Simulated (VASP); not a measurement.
**H: single point with PBE**

H:

```xyz
2
Lattice="5.1702 0.0000 0.0000 -2.5851 4.4776 0.0000 0.0000 0.0000 3.8495" Properties=species:S:1:pos:R:3 pbc="T T T"
H     2.5631    1.4902    2.9016
H     0.0256    2.9551    1.0232
```

The real solid is made of molecules; this cell is a model form.

The cell isn't the ideal one: atoms moved at random, drawn with an rms of 0.05 Å.

| Property | Result |
| --- | --- |
| Program | VASP 6.6.1 |
| Task | single point |
| Functional | PBE |
| Potentials or basis | VASP PAW PBE potentials, release 64 (H) |
| Cutoff | 520 eV |
| k mesh | 6 × 6 × 7 |
| Occupations | fermi-dirac, width 0.05 eV |
| Spin | no spin polarisation |
| Further INCAR settings | ALGO = Normal; EDIFF = 1e-07; NBANDS = 8 |

```json
{
  "Pressure": "-1.6 GPa",
  "Largest force": "0.054 eV/Å",
  "Band gap on the k mesh": "none (metal or under the smearing width)"
}
```

Forces on the atoms (eV/Å):
```
H   -0.035  0.020 -0.035
H    0.035 -0.020  0.035
```

Stress tensor (GPa, compression positive):
```
-1.58  0.11 -0.01
 0.11 -1.46  0.01
-0.01  0.01 -1.75
```

Levels at points of the mesh, in eV from the Fermi level:
```csv
k point,band 1,band 2,band 3,band 4,band 5,band 6
"(0.00, 0.00, 0.00)",-1.11,0.59,8.10,9.64,9.71,10.77
"(0.50, 0.00, 0.00)",-0.55,0.01,6.60,8.33,9.64,11.90
"(0.00, 0.50, 0.00)",-0.55,0.01,6.60,8.33,9.64,11.90
"(0.50, 0.50, 0.00)",-0.50,-0.05,6.68,8.33,9.50,11.94
```

It took 98 s on 1 thread of AMD EPYC 7R43 64-Core Processor (Zen 3), with other jobs on the host, peak memory 0.19 GiB.
